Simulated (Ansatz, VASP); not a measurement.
Two plane-wave programs on PbSe

File INCAR:

```
SYSTEM = PbSe
PREC = Accurate
ENCUT = 520
EDIFF = 1E-6
ISMEAR = 0
SIGMA = 0.1
LREAL = .False.
LASPH = .True.
NELM = 100
ALGO = Normal
ISIF = 2
LWAVE = .False.
LCHARG = .True.
GGA = PE
LELF = .True.
LVHAR = .True.
NBANDS = 50
```

File KPOINTS:

```
regular mesh
0
Gamma
  4 2 2
  0 0 0
```

File POSCAR:

```
PbSe
1.0
   -3.4515484870      0.0000000000     -3.4515484870
   -3.4515484870     -6.9030969741      3.4515484870
   -3.4515484870      6.9030969741      3.4515484870
Pb Se
4 4
Direct
    0.5000000000      0.6250000000      0.3750000000
    0.0000000000      0.1250000000      0.3750000000
    0.0000000000      0.6250000000      0.8750000000
    0.5000000000      0.1250000000      0.8750000000
    0.5000000000      1.0000000000      0.5000000000
    0.0000000000      0.5000000000      0.5000000000
    1.0000000000      1.0000000000      0.0000000000
    0.5000000000      0.5000000000      1.0000000000
```

Input for Ansatz:

```yaml
crystal:
  lattice:
    - [-3.451548487, 0.0, -3.451548487]
    - [-3.451548487, -6.9030969741, 3.451548487]
    - [-3.451548487, 6.9030969741, 3.451548487]
  atoms:
    - { symbol: Pb, position: [0.5, 0.625, 0.375] }
    - { symbol: Pb, position: [0.0, 0.125, 0.375] }
    - { symbol: Pb, position: [0.0, 0.625, 0.875] }
    - { symbol: Pb, position: [0.5, 0.125, 0.875] }
    - { symbol: Se, position: [0.5, 1.0, 0.5] }
    - { symbol: Se, position: [0.0, 0.5, 0.5] }
    - { symbol: Se, position: [1.0, 1.0, 0.0] }
    - { symbol: Se, position: [0.5, 0.5, 1.0] }
basis:
  ecutwfc: 420
kpoints:
  mp_grid: { grid: [4, 2, 2] }
hamiltonian:
  xc: pbe
scf:
  occupations: { method: gaussian, width: 0.1 }
  lower_state_search: "off"
output:
  forces: true
  stress: true
  eigenvalues: true
```

Alike in both runs: task single point; functional PBE; k mesh 4 × 2 × 2; occupations gaussian, width 0.1 eV; no spin polarisation.

|  | VASP | Ansatz |
| --- | --- | --- |
| version | VASP 6.6.1 | Ansatz 0.2.0 |
| potentials or method | VASP PAW PBE potentials, release 64 (Pb_d, Se) | scalar-relativistic, plane waves, PAW |
| plane-wave cutoff (eV) | 520 | 420 |
| valence electrons in the cell | 80 | 120 |

```csv
,VASP,Ansatz,Ansatz less VASP
gap on the k mesh at the Fermi level (eV),0.68,0.67,-0.001
least direct gap on the mesh (eV),1.18,1.17,-0.002
pressure (GPa),-0.1,0.0,+0.02
```

The two sets of potentials don't hold the same shells in valence.

Caveats: spin-orbit coupling is left out, which as a rule narrows the gap of such compounds by several tenths of an eV. A k mesh can miss the band edges.
